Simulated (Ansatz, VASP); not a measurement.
One calculation of GaN, two programs

Contents of INCAR:

```
SYSTEM = GaN
  PREC = Accurate
  ENCUT = 520
  EDIFF = 1E-7
  ISMEAR = -1
  SIGMA = 0.05
  LREAL = .FALSE.
  LASPH = .TRUE.
  NELM = 80
  ALGO = Normal
  ISIF = 2
  LWAVE = .FALSE.
  LCHARG = .FALSE.
  GGA = PE
  NBANDS = 16
```

KPOINTS

```
regular mesh
0
G
  10 10 10
  0 0 0
```

The input POSCAR:

```
GaN
1.0
    0.0000000000      2.2831553320      2.2831553320
    2.2831553320      0.0000000000      2.2831553320
    2.2831553320      2.2831553320      0.0000000000
Ga N
1 1
Direct
    0.0000000000      0.0000000000      0.0000000000
    0.2500000000      0.2500000000      0.2500000000
```

The input input.yaml:

```yaml
crystal:
  lattice:
    - [0.0, 2.283155332, 2.283155332]
    - [2.283155332, 0.0, 2.283155332]
    - [2.283155332, 2.283155332, 0.0]
  atoms:
    - { symbol: Ga, position: [0.0, 0.0, 0.0] }
    - { symbol: "N", position: [0.25, 0.25, 0.25] }
hamiltonian:
  xc: pbe
  pseudopotentials: { kind: paw }
kpoints:
  mp_grid: { grid: [10, 10, 10] }
scf:
  occupations: { method: fermi_dirac, width: 0.05 }
output:
  forces: true
  stress: true
  eigenvalues: true
```

Change from the starting cell: volume scaled by 1.04.

Alike in both runs: task single point; functional PBE; k mesh 10 × 10 × 10; occupations fermi-dirac, width 0.05 eV; no spin polarisation.

|  | VASP | Ansatz |
| --- | --- | --- |
| version | VASP 6.6.1 | Ansatz 0.2.0 |
| potentials or method | VASP PAW PBE potentials, release 64 (Ga_d, N) | Ansatz PAW |
| plane-wave cutoff (eV) | 520 | 420 |
| valence electrons in the cell | 18 | 18 |

|  | VASP | Ansatz | Ansatz less VASP |
| --- | --- | --- | --- |
| gap on the k mesh at the Fermi level (eV) | 1.47 | 1.47 | -0.006 |
| least direct gap on the mesh (eV) | 1.47 | 1.47 | -0.006 |
| pressure (GPa) | -1.9 | -2.0 | -0.10 |

Caveats: the pressure holds a Pulay correction of +0.5 GPa for the finite cutoff (Ansatz).
